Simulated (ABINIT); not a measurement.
# Pt (P6_3/mmc) in ABINIT: notebook

One crystal, Pt, is run at these levels: LDA, PBEsol; tasks: relaxation of cell and atoms.

Program: ABINIT 10.8.3 (patched build). These are calculated values, not measurements. Logs are shortened: lines on timing, memory, paths and dates and some standing lists are left out, and cuts for length are marked. The log counts tension as positive stress, the text compression.

## Step 1: The crystal as given

Symmetry: P6_3/mmc, No. 194, hexagonal system. The conventional cell has a = 2.761 Å, b = 2.761 Å, c = 4.792 Å, α = 90.00°, β = 90.00°, γ = 120.00°. Around Pt (site symmetry -6m2) lie 12 Pt at 2.76 to 2.88 Å.

This isn't the form of Pt at room conditions, which is fcc.

## Step 2: Relaxation of cell and atoms, LDA

Contents of run.abi:

```
pp_dirpath "./"
pseudos "Pt.LDA_PW-JTH.xml"

acell 3*1.0
rprim
     5.2169019355     0.0000000000     0.0000000000
    -2.6084509678     4.5179696052     0.0000000000
     0.0000000000     0.0000000000     9.0558208125
ntypat 1
znucl 78
natom 2
typat 1 1
xcart
    -0.0000000001     1.5938710365     1.1980335000
     1.3803328080     0.7969355181     3.5941005000 Angstrom
chkprim 0
chksymtnons 0
tolsym 1.0e-6

ecut 16.0
pawecutdg 32.0
pawovlp -1

kptopt 1
ngkpt 11 11 6
nshiftk 1
shiftk 0.0 0.0 0.0

ixc 7

nband 14
occopt 3
tsmear 0.05 eV

nstep 100
tolvrs 1.0e-9

iomode 3
prtwf 0
prtden 0
prteig 0
prtebands 0

ionmov 2
ntime 60
tolmxf 0.0005
optcell 2
dilatmx 1.08
ecutsm 0.5
```

Potentials or basis: JTH PAW LDA v2.0.

On the command line:

```console
> abinit run.abi > log 2>&1
```

run.abo:

```text
.Version 10.8.3 of ABINIT
 Symmetries : space group P6_3/m m c (#194); Bravais hP (primitive hexag.)
================================================================================
 Values of the parameters that define the memory need of the present run
     intxc =       0    ionmov =       2      iscf =      17    lmnmax =      18
     lnmax =       6     mgfft =      36  mpssoang =       3    mqgrid =    3001
     natom =       2  nloc_mem =       2    nspden =       1   nspinor =       1
    nsppol =       1      nsym =      24    n1xccc =       1    ntypat =       1
    occopt =       3   xclevel =       1
       mpw =         837          nfft =       20736          nkpt =          64
 PAW method is used; the additional fine FFT grid is defined by:
   mgfftf=        50    nfftf =     45000
================================================================================
================================================================================

--------------------------------------------------------------------------------
------------- Echo of variables that govern the present computation ------------
--------------------------------------------------------------------------------
 -outvars: echo values of preprocessed input variables --------
            acell      1.0000000000E+00  1.0000000000E+00  1.0000000000E+00 Bohr
              amu      1.95080000E+02
          chkprim           0
      chksymtnons           0
          dilatmx      1.08000000E+00
             ecut      1.60000000E+01 Hartree
           ecutsm      5.00000000E-01 Hartree
           ionmov           2
                       outvar_i_n : Printing only first  50 k-points.
              ixc           7
                       outvar_i_n : Printing only first  50 k-points.
         kptrlatt       11    0    0      0   11    0      0    0    6
          kptrlen      5.43349249E+01
            natom           2
            nband          14
            ngfft          24      24      36
          ngfftdg          30      30      50
             nkpt          64
            nstep         100
             nsym          24
            ntime          60
           ntypat           1
                       prtocc : prtvol=0, do not print more k-points.
           occopt           3
          optcell           2
        pawecutdg      3.20000000E+01 Hartree
          pawovlp     -1.0000000000E+00
           prtden           0
        prtebands           0
           prteig           0
            prtwf           0
            rprim      5.2169019355E+00  0.0000000000E+00  0.0000000000E+00
                      -2.6084509678E+00  4.5179696052E+00  0.0000000000E+00
                       0.0000000000E+00  0.0000000000E+00  9.0558208125E+00
          spgroup         194
           tolmxf      5.00000000E-04
           tolsym      1.00000000E-06
           tolvrs      1.00000000E-09
           tsmear      1.83746611E-03 Hartree
            typat      1  1
           useylm           1
                       outvars : Printing only first  50 k-points.
           xangst      4.6821856096E-10  1.5938710361E+00  1.1980335008E+00
                       1.3803328074E+00  7.9693551847E-01  3.5941004992E+00
            xcart      8.8480484728E-10  3.0119797383E+00  2.2639552062E+00
                       2.6084509687E+00  1.5059898699E+00  6.7918656125E+00
             xred      3.3333333368E-01  6.6666666700E-01  2.5000000034E-01
                       6.6666666701E-01  3.3333333367E-01  7.5000000034E-01
            znucl       78.00000

================================================================================

 chkinp: Checking input parameters for consistency.

================================================================================
== DATASET  1 ==================================================================

--- !DatasetInfo
iteration_state: {dtset: 1, }
dimensions: {natom: 2, nkpt: 64, mband: 14, nsppol: 1, nspinor: 1, nspden: 1, mpw: 837, }
cutoff_energies: {ecut:  16.0, pawecutdg:  32.0, }
electrons: {nelect:   2.00000000E+01, charge:   0.00000000E+00, occopt:   3.00000000E+00, tsmear:   1.83746611E-03, }
meta: {optdriver: 0, ionmov: 2, optcell: 2, iscf: 17, paral_kgb: 0, }
...

 Exchange-correlation functional for the present dataset will be:
  LDA: Perdew-Wang 92 LSD fit to Ceperley-Alder data - ixc=7
  J.P.Perdew and Y.Wang, PRB 45, 13244 (1992)

 Real(R)+Recip(G) space primitive vectors, cartesian coordinates (Bohr,Bohr^-1):
 R(1)=  5.2169019  0.0000000  0.0000000  G(1)=  0.1916846  0.1106692  0.0000000
 R(2)= -2.6084510  4.5179696  0.0000000  G(2)=  0.0000000  0.2213384  0.0000000
 R(3)=  0.0000000  0.0000000  9.0558208  G(3)=  0.0000000  0.0000000  0.1104262
 Unit cell volume ucvol=  2.1344393E+02 bohr^3
 Angles (23,13,12)=  9.00000000E+01  9.00000000E+01  1.20000000E+02 degrees

 Coarse grid specifications (used for wave-functions):

 getcut: wavevector=  0.0000  0.0000  0.0000  ngfft=  24  24  36
         ecut(hartree)=     18.662   => boxcut(ratio)=   2.04421

 Fine grid specifications (used for densities):

 getcut: wavevector=  0.0000  0.0000  0.0000  ngfft=  30  30  50
         ecut(hartree)=     37.325   => boxcut(ratio)=   2.00761

--- Pseudopotential description ------------------------------------------------
- pspini: atom type   1  psp file is ./Pt.LDA_PW-JTH.xml
 Pseudopotential format is: paw10
 basis_size (lnmax)=  6 (lmn_size= 18), orbitals=   0   0   1   1   2   2
 Spheres core radius: rc_sph= 2.51621648
 Shapefunction is SIN type: shapef(r)=[sin(pi*r/rshp)/(pi*r/rshp)]**2
 Radius for shape functions =  2.25451594
 Compensation charge density is not taken into account in XC energy/potential

   1.22711567E+03                                ecore*ucvol(ha*bohr**3)
--------------------------------------------------------------------------------

================================================================================

=== [ionmov= 2] Broyden-Fletcher-Goldfarb-Shanno method (forces)
================================================================================

--- Iteration: ( 1/60) Internal Cycle: (1/1)
--------------------------------------------------------------------------------

---SELF-CONSISTENT-FIELD CONVERGENCE--------------------------------------------
[... 484 lines left out ...]
 Difference of energy with previous step (new-old):
           Absolute (Ha)=-3.12270E-05
           Relative     =-5.74319E-07

 At Broyd/MD step   5, gradients are converged :
  max grad (force/stress) = 2.0410E-04 < tolmxf= 5.0000E-04 ha/bohr (free atoms)

================================================================================

 ----iterations are completed or convergence reached----

 Mean square residual over all n,k,spin=   25.429E-07; max=  22.758E-04
 reduced coordinates (array xred) for    2 atoms
       0.333333333676      0.666666667001      0.250000000340
       0.666666667010      0.333333333667      0.750000000340
 rms dE/dt=  5.5782E-28; max dE/dt=  1.2790E-27; dE/dt below (all hartree)
    1      -0.000000000000      0.000000000000      0.000000000000
    2       0.000000000000     -0.000000000000      0.000000000000

 cartesian coordinates (angstrom) at end:
    1      0.00000000046116     1.56984143049308     1.16306583374383
    2      1.35952255850732     0.78492071563994     3.48919749807154

 cartesian forces (hartree/bohr) at end:
    1      0.00000000000000    -0.00000000000000    -0.00000000000000
    2     -0.00000000000000     0.00000000000000    -0.00000000000000
 frms,max,avg= 1.0943656E-28 1.8909639E-28   0.000E+00  0.000E+00  0.000E+00 h/b

 cartesian forces (eV/Angstrom) at end:
    1      0.00000000000000    -0.00000000000000    -0.00000000000000
    2     -0.00000000000000     0.00000000000000    -0.00000000000000
 frms,max,avg= 5.6274541E-27 9.7237275E-27   0.000E+00  0.000E+00  0.000E+00 e/A
 length scales=  5.138250593369  5.138250593398  8.791503556763 bohr
              =  2.719045116075  2.719045116090  4.652263328655 angstroms
 Fermi (or HOMO) energy (hartree) =   0.34834   Average Vxc (hartree)=  -0.46315
 Eigenvalues (hartree) for nkpt=  64  k points:
 kpt#   1, nband= 14, wtk=  0.00138, kpt=  0.0000  0.0000  0.0000 (reduced coord)
  -0.03475    0.06738    0.19236    0.21013    0.21013    0.22593    0.22593    0.27175
   0.27175    0.31474    0.33950    0.33950    0.53875    0.92323
      occupation numbers for kpt#   1
   2.00000    2.00000    2.00000    2.00000    2.00000    2.00000    2.00000    2.00000
   2.00000    2.00000    1.98389    1.98389    0.00000    0.00000
 prteigrs : prtvol=0 or 1, do not print more k-points.

--- !EnergyTerms
iteration_state     : {dtset: 1, itime: 5, icycle: 1, }
comment             : Components of total free energy in Hartree
kinetic             :  1.64742292515896E+01
hartree             :  3.97689208442845E+00
xc                  : -5.84587194170614E+00
Ewald energy        : -6.21002590467496E+01
psp_core            :  6.10465539128773E+00
local_psp           : -1.77074915706313E+01
PAW spherical_terms :  4.72681979345045E+00
internal            : -5.43710260383309E+01
'-kT*entropy'       : -1.31371748560039E-03
total_energy        : -5.43723397558165E+01
total_energy_eV     : -1.47954673819323E+03
...

--- !EnergyTermsDC
iteration_state     : {dtset: 1, itime: 5, icycle: 1, }
comment             : '"Double-counting" decomposition of free energy'
band_energy         :  4.25648537929211E+00
Ewald energy        : -6.21002590467496E+01
psp_core            :  6.10465539128773E+00
xc_dc               : -3.01259370910244E+00
PAW spherical_terms :  3.80686948169113E-01
internal            : -5.43710250371031E+01
'-kT*entropy'       : -1.31371748560039E-03
total_energy_dc     : -5.43723387545887E+01
total_energy_dc_eV  : -1.47954671094844E+03
...

--- !EnergyTermsWithPAWCore
iteration_state     : {dtset: 1, itime: 5, icycle: 1, }
comment             : 'Components of total free energy, including PAW core contributions'
Total energy        : -3.68070230205618E+04
Total energy DC     : -3.68070230195606E+04
Total energy (eV)   : -1.00157011997722E+06
Total energy DC (eV): -1.00157011994998E+06
...

 Cartesian components of stress tensor (hartree/bohr^3)
  sigma(1 1)= -2.04101304E-06  sigma(3 2)=  0.00000000E+00
  sigma(2 2)= -2.04101310E-06  sigma(3 1)=  0.00000000E+00
  sigma(3 3)= -1.52068282E-07  sigma(2 1)=  3.36064974E-13

-Cartesian components of stress tensor (GPa)         [Pressure=  4.1524E-02 GPa]
- sigma(1 1)= -6.00486767E-02  sigma(3 2)=  0.00000000E+00
- sigma(2 2)= -6.00486786E-02  sigma(3 1)=  0.00000000E+00
- sigma(3 3)= -4.47400333E-03  sigma(2 1)=  9.88737290E-09

== END DATASET(S) ==============================================================
================================================================================

 -outvars: echo values of variables after computation  --------
            acell      5.1382505934E+00  5.1382505934E+00  8.7915035568E+00 Bohr
           etotal     -5.4372338755E+01
            fcart      1.3100982398E-29 -1.8909639285E-28 -0.0000000000E+00
                      -1.3100982398E-29  1.8909639285E-28 -0.0000000000E+00
            rprim      1.0000000000E+00  0.0000000000E+00  0.0000000000E+00
                      -5.0000000001E-01  8.6602540378E-01  0.0000000000E+00
                       0.0000000000E+00  0.0000000000E+00  1.0000000000E+00
           strten     -2.0410130355E-06 -2.0410131000E-06 -1.5206828246E-07
                       0.0000000000E+00  0.0000000000E+00  3.3606497407E-13
           xangst      4.6115965908E-10  1.5698414305E+00  1.1630658337E+00
                       1.3595225585E+00  7.8492071564E-01  3.4891974981E+00
             xred      3.3333333368E-01  6.6666666700E-01  2.5000000034E-01
                       6.6666666701E-01  3.3333333367E-01  7.5000000034E-01
 Calculation completed.
```

Run time: 92 s. Hardware: 1 thread of Arm Neoverse V2, shared host; peak memory 0.11 GiB.

Results:

```yaml
Free_energy: -1479.5467 eV
Relaxed_volume: 14.89 Å³/atom
Relaxed_cell: a = 2.719 Å, b = 2.719 Å, c = 4.652 Å, α = 90.00°, β = 90.00°, γ = 120.00°
Space_group_after_relaxing_to_0.05_Å: P6_3/mmc (No. 194)
Energy_gained_by_relaxing: 46.8 meV/atom
Ionic_steps: 5
Pressure_after_relaxing: 0.0 GPa
Band_gap_on_the_k_mesh: none (metal or under the smearing width)
Valence_electrons_inside_the_program's_atomic_spheres: Pt 8.67 (radii [1.3315] Å)
```

Step by step:
```tsv
step	energy change (eV)	largest force (eV/Å)	pressure (GPa)	volume (Å³)
1	0.0000	0.0000	-15.04	31.63
2	-0.0866	0.0000	-3.60	30.20
3	-0.0920	0.0000	0.54	29.76
4	-0.0928	0.0000	0.33	29.78
5	-0.0937	0.0000	0.04	29.79
```

Final structure:
```yaml
crystal:
  lattice:
    - [2.71905, 0.00000, 0.00000]
    - [-1.35952, 2.35476, 0.00000]
    - [0.00000, 0.00000, 4.65226]
  atoms:
    - { symbol: Pt, position: [0.33333, 0.66667, 0.25000] }
    - { symbol: Pt, position: [0.66667, 0.33333, 0.75000] }
```

Levels at points of the mesh, in eV from the Fermi level:
| k point | band 8 | band 9 | band 10 | band 11 | band 12 | band 13 |
| --- | --- | --- | --- | --- | --- | --- |
| (0.00, 0.00, 0.00) | -2.08 | -2.08 | -0.91 | -0.24 | -0.24 | 5.18 |
| (0.00, 0.00, 0.50) | -3.77 | -0.88 | -0.88 | -0.88 | -0.88 | 12.73 |

The run has no spin-orbit coupling, so splittings on Pt are missing.

(Part 1 of 2 ends here.)
